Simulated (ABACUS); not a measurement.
# PtS2 (P-3m1) in ABACUS: a series of runs

The runs below take PtS2 through equation of state, with PBEsol.

Everything below comes from runs of ABACUS 3.10.1. Logs are shortened: lines on timing, memory, paths and dates and some standing lists are left out, and cuts for length are marked.

## (1) The crystal as given

Symmetry: P-3m1, No. 164, trigonal system. The conventional cell has a = 3.543 Å, b = 3.543 Å, c = 5.039 Å, α = 90.00°, β = 90.00°, γ = 120.00°. Pt (site symmetry -3m) is surrounded by 6 S at 2.34 Å. S (site symmetry 3m) has 3 Pt at 2.34 Å as nearest neighbours.

## (2) Equation of state, PBEsol, 17.17 Å³/atom (volume scaled by 0.94)

The input, run_abacus.py:

```python
"""ABACUS run from a structure file: ASE reads it, the script writes STRU, KPT and INPUT."""
import re
import subprocess
from ase.io import read
from ase.units import Bohr

atoms = read("PtS2.xyz")
atoms = atoms[(-atoms.numbers).argsort(kind="stable")]  # ABACUS lists atoms element by element
pseudo = {'Pt': 'Pt_ONCV_PBE-1.2.upf', 'S': 'S_ONCV_PBE-1.2.upf'}
orbital = {}
magmoms = None
kmesh = [6, 6, 4]
params = {
    'suffix': 'PtS2',
    'calculation': 'scf',
    'basis_type': 'pw',
    'pseudo_dir': './',
    'symmetry': 1,
    'dft_functional': 'pbesol',
    'ecutwfc': 84,
    'pseudo_rcut': 7,
    'nspin': 1,
    'nbands': 19,
    'ks_solver': 'dav',
    'smearing_method': 'fd',
    'smearing_sigma': 0.00367493,
    'scf_thr': 1e-08,
    'scf_nmax': 100,
    'mixing_type': 'broyden',
    'mixing_beta': 0.7,
    'cal_force': 1,
    'cal_stress': 1,
    'kpar': 4,
}

symbols = atoms.get_chemical_symbols()
elements = list(dict.fromkeys(symbols))
lines = ["ATOMIC_SPECIES"] + [f"{e} {atoms.get_masses()[symbols.index(e)]:.4f} {pseudo[e]}" for e in elements]
if orbital:
    lines += ["", "NUMERICAL_ORBITAL"] + [orbital[e] for e in elements]
lines += ["", "LATTICE_CONSTANT", f"{1 / Bohr:.10f}", "", "LATTICE_VECTORS"]
lines += [" ".join(f"{x:.10f}" for x in v) for v in atoms.cell]
lines += ["", "ATOMIC_POSITIONS", "Direct"]
for e in elements:
    lines += ["", e, "0.0", str(symbols.count(e))]
    for i, p in enumerate(atoms.get_scaled_positions(wrap=False)):
        if symbols[i] == e:
            mag = "" if magmoms is None else " mag " + " ".join(str(x) for x in (magmoms[i] if isinstance(magmoms[i], list) else [magmoms[i]]))
            lines.append(" ".join(f"{x:.10f}" for x in p) + " 1 1 1" + mag)
open("STRU", "w").write("\n".join(lines) + "\n")
open("KPT", "w").write("K_POINTS\n0\nGamma\n%d %d %d 0 0 0\n" % tuple(kmesh))
open("INPUT", "w").write("INPUT_PARAMETERS\n" + "".join(f"{k:<20s}{v}\n" for k, v in params.items()))

done = subprocess.run(['mpirun', '-np', '4', 'abacus'])
if done.returncode:
    raise SystemExit(done.returncode)
log = open("OUT.PtS2/running_scf.log").read()
print("final energy (eV):", re.findall(r"FINAL_ETOT_IS (\S+)", log))
```

The input, PtS2.xyz:

```xyz
3
Lattice="3.4708695004 0.0000000000 0.0000000000 -1.7354347502 3.0058611606 0.0000000000 0.0000000000 0.0000000000 4.9359384846" Properties=species:S:1:pos:R:3 pbc="T T T"
Pt     0.0000000000      0.0000000000      0.0000000000
S      1.7354347504      1.0019537201      3.8154804486
S     -0.0000000002      2.0039074405      1.1204580360
```

Potentials or basis: SG15 ONCV 1.2 PBE, plane waves.

Command:

```bash
OMP_NUM_THREADS=1 python run_abacus.py > log
```

running log:

```text
ABACUS v3.10.1

               Atomic-orbital Based Ab-initio Computation at UStc

 ------------------------------------------------------------------------------------

 READING GENERAL INFORMATION
                           global_out_dir = OUT.PtS2/
                           global_in_card = INPUT
                               pseudo_dir = ./
                              orbital_dir =
                                    DSIZE = 4
                                    GSIZE = 1

 READING UNITCELL INFORMATION
                                    ntype = 2
                  lattice constant (Bohr) = 1.88973
              lattice constant (Angstrom) = 1

 READING ATOM TYPE 1
                               atom label = Pt
                      L=0, number of zeta = 1
                      L=1, number of zeta = 1
                      L=2, number of zeta = 1
             number of atom for this type = 1

 READING ATOM TYPE 2
                               atom label = S
                      L=0, number of zeta = 1
                      L=1, number of zeta = 1
                      L=2, number of zeta = 1
             number of atom for this type = 2

                        TOTAL ATOM NUMBER = 3
DIRECT COORDINATES
    atom                   x                   y                   z     mag                  vx                  vy                  vz
taud_Pt1            0.0000000000        0.0000000000        0.0000000000  0.0000        0.0000000000        0.0000000000        0.0000000000
taud_S1            0.6666666667        0.3333333333        0.7730000000  0.0000        0.0000000000        0.0000000000        0.0000000000
taud_S2            0.3333333333        0.6666666667        0.2270000000  0.0000        0.0000000000        0.0000000000        0.0000000000

                          Volume (Bohr^3) = 347.515
                             Volume (A^3) = 51.4963

 Lattice vectors: (Cartesian coordinate: in unit of a_0)
             +3.47087                  +0                  +0
             -1.73543            +3.00586                  +0
                   +0                  +0            +4.93594
 Reciprocal vectors: (Cartesian coordinate: in unit of 2 pi/a_0)
            +0.288112           +0.166342                  -0
                   -0           +0.332683                  -0
                   +0                  -0           +0.202596
 The esolver type has been set to : ksdft_pw

                PAO radial cut off (Bohr) = 7

 Read in pseudopotential file is Pt_ONCV_PBE-1.2.upf
                     pseudopotential type = NC
          exchange-correlation functional = PBE
                 nonlocal core correction = 0
                        valence electrons = 18
                                     lmax = 3
                           number of zeta = 0
                     number of projectors = 8
                           L of projector = 0
                           L of projector = 0
                           L of projector = 1
                           L of projector = 1
                           L of projector = 2
                           L of projector = 2
                           L of projector = 3
                           L of projector = 3
 XC functional updated to : pbesol
          exchange-correlation functional = PBESOL
                PAO radial cut off (Bohr) = 7

 Read in pseudopotential file is S_ONCV_PBE-1.2.upf
                     pseudopotential type = NC
          exchange-correlation functional = PBE
                 nonlocal core correction = 0
                        valence electrons = 6
                                     lmax = 1
                           number of zeta = 0
                     number of projectors = 4
                           L of projector = 0
                           L of projector = 0
                           L of projector = 1
                           L of projector = 1
 XC functional updated to : pbesol
          exchange-correlation functional = PBESOL
     initial pseudo atomic orbital number = 0

 SETUP THE ELECTRONS NUMBER
            electron number of element Pt = 18
      total electron number of element Pt = 18
             electron number of element S = 6
       total electron number of element S = 12
            AUTOSET number of electrons:  = 30
                           occupied bands = 15
                                   NBANDS = 19
                                   NLOCAL = 27

%%%%%%%%%%%%%%%%%%%%%%%%%%%%%%%%%%%%%%%%%%%%%%%%%%%%%%%%%%%%%%%%%%%%%%%%%%%%%%%%%%%%%%%%%%%%%%%%%%%%%%%%%%
 Warning: the number of valence electrons in pseudopotential > 10 for Pt: [Xe] 4f14 5d9 6s1
 Pseudopotentials with additional electrons can yield (more) accurate outcomes, but may be less efficient.
 If you're confident that your chosen pseudopotential is appropriate, you can safely ignore this warning.
%%%%%%%%%%%%%%%%%%%%%%%%%%%%%%%%%%%%%%%%%%%%%%%%%%%%%%%%%%%%%%%%%%%%%%%%%%%%%%%%%%%%%%%%%%%%%%%%%%%%%%%%%%

 SETUP THE PLANE WAVE BASIS
 energy cutoff for charge/potential (unit:Ry) = 336
            fft grid for charge/potential = [ 40, 40, 60 ]
                        fft grid division = [ 1, 1, 1 ]
        big fft grid for charge/potential = [ 40, 40, 60 ]
                                     nbxx = 96000
                                     nrxx = 96000

[... 48 lines left out ...]
                                       C3 = 2
                                       C4 = 0
                                       C6 = 0
                                       S1 = 3
                                       S3 = 0
                                       S4 = 0
                                       S6 = 2
                              POINT GROUP = D_3d
                                       C2 = 3
                                       C3 = 2
                                       C4 = 0
                                       C6 = 0
                                       S1 = 3
                                       S3 = 0
                                       S4 = 0
                                       S6 = 2
               POINT GROUP IN SPACE GROUP = D_3d

 SETUP K-POINTS
                                    nspin = 1
                   Input type of k points = Monkhorst-Pack(Gamma)
                                   nkstot = 144
                       right hand lattice = 1
(for reciprocal lattice: )
                             BRAVAIS TYPE = 4
                     BRAVAIS LATTICE NAME = 04. Hexagonal cell
                                    ibrav = 4
                       right hand lattice = 1
(for k-lattice: )
                             BRAVAIS TYPE = 4
                     BRAVAIS LATTICE NAME = 04. Hexagonal cell
                                    ibrav = 4
                       right hand lattice = 1
                        ROTATION MATRICES = 24
                               nkstot_ibz = 24
K-POINTS REDUCTION ACCORDING TO SYMMETRY
     IBZ    DIRECT_X    DIRECT_Y    DIRECT_Z  WEIGHT  ibz2bz
       1  0.00000000  0.00000000  0.00000000  0.0069       0
       2 -0.16666667  0.16666667  0.00000000  0.0417       1
       3 -0.33333333  0.33333333  0.00000000  0.0417       2
       4  0.50000000  0.50000000  0.00000000  0.0208       3
       5 -0.16666667  0.33333333  0.00000000  0.0417       7
       6  0.50000000  0.33333333  0.00000000  0.0833       8
[... 16 lines left out ...]
      23  0.50000000  0.33333333  0.50000000  0.0833      80
      24  0.33333333  0.33333333  0.50000000  0.0139      86

                               nkstot now = 24
[... K-POINTS DIRECT COORDINATES: 24 rows ...]

           k-point number in this process = 6
       minimum distributed K point number = 6
[... stars of the k points ...]

[... K-POINTS CARTESIAN COORDINATES: 6 rows ...]

[... K-POINTS DIRECT COORDINATES: 6 rows ...]

 SETUP PLANE WAVES FOR WAVE FUNCTIONS
     energy cutoff for wavefunc (unit:Ry) = 84
              fft grid for wave functions = [ 40, 40, 60 ]
                    number of plane waves = 6067
                         number of sticks = 301

 PARALLEL PW FOR WAVE FUNCTIONS
     PROC   COLUMNS(POT)             PW
        1            301           6067
 --------------- sum -------------------
        1            301           6067

 SETUP NONLOCAL PSEUDOPOTENTIALS IN PLANE WAVE BASIS
 Pt non-local projectors:
 projector 1 L=0
 projector 2 L=0
 projector 3 L=1
 projector 4 L=1
 projector 5 L=2
 projector 6 L=2
 projector 7 L=3
 projector 8 L=3
 S non-local projectors:
 projector 1 L=0
 projector 2 L=0
 projector 3 L=1
 projector 4 L=1
      TOTAL NUMBER OF NONLOCAL PROJECTORS = 48

 Init Non-Local PseudoPotential table :
 Init Non-Local-Pseudopotential done.

                                     npwx = 4551

 -------------------------------------------
 SELF-CONSISTENT
 -------------------------------------------
                                 init_chg = atomic

 PW ALGORITHM --------------- ION=   1  ELEC=   1--------------------------------

 Notice: Threshold on eigenvalues was too large.
 hsover_error=0.3 > DRHO=0.0853086
 Origin diag ethr = 0.01
 New diag ethr = 0.000284362

 Density error is 0.0686377275103
                          Error Threshold = 0.000284362017149
----------------------------------------------------------
     Energy           Rydberg                 eV
----------------------------------------------------------
 E_KohnSham     -283.2915450548      -3854.3792079691
 E_Harris       -285.6929620668      -3887.0521626067
 E_Fermi        0.9272346819         12.6156750566
----------------------------------------------------------
[... 63 lines left out ...]
 Density error is 7.43205717063e-10
                          Error Threshold = 1.2793544381e-10
----------------------------------------------------------
     Energy           Rydberg                 eV
----------------------------------------------------------
 E_KohnSham     -283.3107298017      -3854.6402298412
 E_KS(sigma->0) -283.3107295620      -3854.6402265804
 E_Harris       -283.3106747713      -3854.6394811148
 E_band         -21.7659709062       -296.1412268266
 E_one_elec     -157.9705771349      -2149.2999653836
 E_Hartree      89.1666496498        1213.1745068068
 E_xc           -32.1678268854       -437.6657379188
 E_Ewald        -182.3389749518      -2480.8490268240
 E_entropy(-TS) -0.0000004793        -0.0000065216
 E_descf        0.0000000000         0.0000000000
 E_exx          0.0000000000         0.0000000000
 E_Fermi        0.9287362456         12.6361048799
----------------------------------------------------------

 charge density convergence is achieved
 final etot is -3854.6402298 eV
 EFERMI = 12.63610488 eV

 STATE ENERGY(eV) AND OCCUPATIONS    NSPIN == 1
 1/6 kpoint (Cartesian) = 0.0000 0.0000 0.0000 (4551 pws)
       1       -87.8067      0.0138889
       2       -41.9579      0.0138889
       3       -41.9579      0.0138889
       4       -41.7804      0.0138889
       5       -4.12061      0.0138889
       6      -0.381082      0.0138889
[... 116 lines left out ...]
      18        17.8587    7.22296e-47
      19        19.6074    4.67720e-62

------------------------------------------------------------------------------------------
 TOTAL-FORCE (eV/Angstrom)
------------------------------------------------------------------------------------------
                       Pt1         0.0000000000         0.0000000000         0.0000000000
                        S1         0.0000000000         0.0000000000        -2.1222580222
                        S2         0.0000000000         0.0000000000         2.1222580222
------------------------------------------------------------------------------------------

----------------------------------------------------------------
 TOTAL-STRESS (KBAR)
----------------------------------------------------------------
       219.4241239153        -0.0000000000        -0.0000000000
         0.0000000000       219.4241239105         0.0000000000
        -0.0000000000         0.0000000000       151.1083225277
----------------------------------------------------------------
 TOTAL-PRESSURE: 196.652190 KBAR

 --------------------------------------------
 !FINAL_ETOT_IS -3854.6402298412440359 eV
 --------------------------------------------
```

Wall time 28 s (4 MPI ranks of Intel Xeon Platinum 8259CL at 2.50GHz (Skylake/Cascade Lake), shared host); peak memory 0.44 GiB.

Results:

| Quantity | Value |
| --- | --- |
| Free energy | -3854.6402 eV |
| Pressure | 19.7 GPa |
| Largest force | 2.122 eV/Å |
| Band gap on the k mesh | 0.97 eV, indirect (least direct gap 1.53 eV) |

Caveat: the potentials were made for another functional, which shifts forces and pressure; spin-orbit coupling is left out, which moves the levels of the heavy elements.

## (3) Equation of state, PBEsol, 17.90 Å³/atom (volume scaled by 0.98)

run_abacus.py is that of step 2.

The input, PtS2.xyz:

```xyz
3
Lattice="3.5194194177 0.0000000000 0.0000000000 -1.7597097089 3.0479066223 0.0000000000 0.0000000000 0.0000000000 5.0049815314" Properties=species:S:1:pos:R:3 pbc="T T T"
Pt     0.0000000000      0.0000000000      0.0000000000
S      1.7597097090      1.0159688740      3.8688507238
S     -0.0000000002      2.0319377483      1.1361308076
```

Potentials or basis: SG15 ONCV 1.2 PBE, plane waves.

Command:

```bash
OMP_NUM_THREADS=1 python run_abacus.py > log
```

Run time: 30 s. Hardware: 4 MPI ranks of Intel Xeon Platinum 8259CL at 2.50GHz (Skylake/Cascade Lake), shared host; peak memory 0.44 GiB.

Results (log left out):

* Free energy: -3854.8484 eV
* Pressure: 11.1 GPa
* Largest force: 1.380 eV/Å
* Band gap on the k mesh: 0.93 eV, indirect (least direct gap 1.47 eV)

Caveat: the potentials were made for another functional, which shifts forces and pressure; spin-orbit coupling is left out, which moves the levels of the heavy elements.

## (4) Equation of state, PBEsol, 18.63 Å³/atom (volume scaled by 1.02)

run_abacus.py is that of step 3.

The input, PtS2.xyz:

```xyz
3
Lattice="3.5666655845 0.0000000000 0.0000000000 -1.7833327923 3.0888230030 0.0000000000 0.0000000000 0.0000000000 5.0721705089" Properties=species:S:1:pos:R:3 pbc="T T T"
Pt     0.0000000000      0.0000000000      0.0000000000
S      1.7833327924      1.0296076676      3.9207878034
S     -0.0000000002      2.0592153354      1.1513827055
```

Command:

```bash
OMP_NUM_THREADS=1 python run_abacus.py > log
```

Wall time 30 s (4 MPI ranks of Intel Xeon Platinum 8259CL at 2.50GHz (Skylake/Cascade Lake), shared host); peak memory 0.44 GiB.

It converged, with:

- Free energy: -3854.9508 eV
- Pressure: 4.2 GPa
- Largest force: 0.748 eV/Å
- Band gap on the k mesh: 0.90 eV, indirect (least direct gap 1.41 eV)

Caveat: the potentials were made for another functional, which shifts forces and pressure; spin-orbit coupling is left out, which moves the levels of the heavy elements.

## (5) Equation of state, PBEsol, 19.36 Å³/atom (volume scaled by 1.06)

run_abacus.py is that of step 4.

The input, PtS2.xyz:

```xyz
3
Lattice="3.6126921524 0.0000000000 0.0000000000 -1.8063460762 3.1286831800 0.0000000000 0.0000000000 0.0000000000 5.1376250896" Properties=species:S:1:pos:R:3 pbc="T T T"
Pt     0.0000000000      0.0000000000      0.0000000000
S      1.8063460764      1.0428943932      3.9713841943
S     -0.0000000002      2.0857887868      1.1662408953
```

Command:

```bash
OMP_NUM_THREADS=1 python run_abacus.py > log
```

Wall time 29 s (4 MPI ranks of Intel Xeon Platinum 8259CL at 2.50GHz (Skylake/Cascade Lake), shared host); peak memory 0.44 GiB.

The run converged. Its results:

- Free energy: -3854.9684 eV
- Pressure: -1.4 GPa
- Largest force: 0.211 eV/Å
- Band gap on the k mesh: 0.86 eV, indirect (least direct gap 1.35 eV)

Caveat: the potentials were made for another functional, which shifts forces and pressure; spin-orbit coupling is left out, which moves the levels of the heavy elements.

## (6) Equation of state, PBEsol

Potentials or basis: SG15 ONCV 1.2 PBE, plane waves.

No new run: the results of the series are fitted here.

What came out:

| Quantity | Value |
| --- | --- |
| Equilibrium volume | 19.16 Å³/atom |
| Bulk modulus at fixed shape and positions | 138 GPa |
| Pressure derivative of the bulk modulus | 4.7 (rough: it moves with the points fitted) |

Energy against volume, from the lowest point:
```csv
volume (Å³/atom),energy (meV/atom)
17.165,109.40
17.896,40.01
18.626,5.86
19.357,0.00
```

Caveat: the cell was scaled at fixed shape and fractional positions, which overstates the stiffness of a crystal with free parameters, most of all of layers and chains; the potentials were made for another functional, which shifts forces and pressure.
